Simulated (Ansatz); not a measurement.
# CoO: the cost of one run

Method: DFT PBEsol, scalar-relativistic, in Ansatz 0.2.0.

**1. Starting point**

The structure is cubic, space group Fm-3m (No. 225). The conventional cell has a = 4.263 Å, b = 4.263 Å, c = 4.263 Å, α = 90.00°, β = 90.00°, γ = 90.00°. Around Co (site symmetry m-3m) lie 6 O at 2.13 Å. O (site symmetry m-3m) is surrounded by 6 Co at 2.13 Å.

Coordinates:

```cif
data_structure
_symmetry_space_group_name_H-M 'P 1'
_symmetry_Int_Tables_number 1
_cell_length_a 3.0144
_cell_length_b 3.0144
_cell_length_c 3.0144
_cell_angle_alpha 60.000
_cell_angle_beta 60.000
_cell_angle_gamma 60.000
_cell_volume 19.37
loop_
_atom_site_label
_atom_site_type_symbol
_atom_site_fract_x
_atom_site_fract_y
_atom_site_fract_z
_atom_site_occupancy
Co1 Co 0.00000 0.00000 0.00000 1
O1 O 0.50000 0.50000 0.50000 1
```

Atoms are numbered in the order of the input: Co1, O2.

**2. The deformed structure**

Space group Fm-3m before, I4/mmm after.

**3. LAPW, all electrons**

input.yaml reads:

```yaml
crystal:
  lattice:
    - [0.0, 2.067555, 2.1315]
    - [2.067555, 0.0, 2.1315]
    - [2.067555, 2.067555, 0.0]
  atoms:
    - { symbol: Co, position: [0.0, 0.0, 0.0], spin: 2.0 }
    - { symbol: O, position: [0.5, 0.5, 0.5] }
magnetization:
  spin_polarized: true
kpoints:
  mp_grid: { grid: [16, 16, 16] }
  band_path:
    path:
      - [0.0, 0.0, 0.0]
      - [0.0, 0.5, 0.5]
      - [0.25, 0.75, 0.5]
      - [0.0, 0.5, 0.0]
      - [0.0, 0.0, 0.0]
      - [0.5, 0.5, 0.0]
      - [0.3676125, 0.6323875, 0.0]
      - [-0.3676125, 0.3676125, 0.0]
      - [0.0, 0.0, 0.0]
    npoints: 5
scf:
  occupations: { method: fermi_dirac, width: 0.05 }
hamiltonian:
  xc: pbesol
  pseudopotentials: { kind: all_electron, lapw: { basis_error: 0.0005 } }
output:
  forces: true
  stress: true
  eigenvalues: true
```

Launch:

```
$ ansatz run input.yaml --threads 1 --pin off --max-ram 3072MiB --backend cpu --events-out ev --progress --plain --runs-dir out
```

Q: Estimate wall time and peak memory on 1 thread of Intel Xeon Platinum 8488C (Sapphire Rapids), shared host.

About 2.6 min, with a peak of 1.3 GiB.
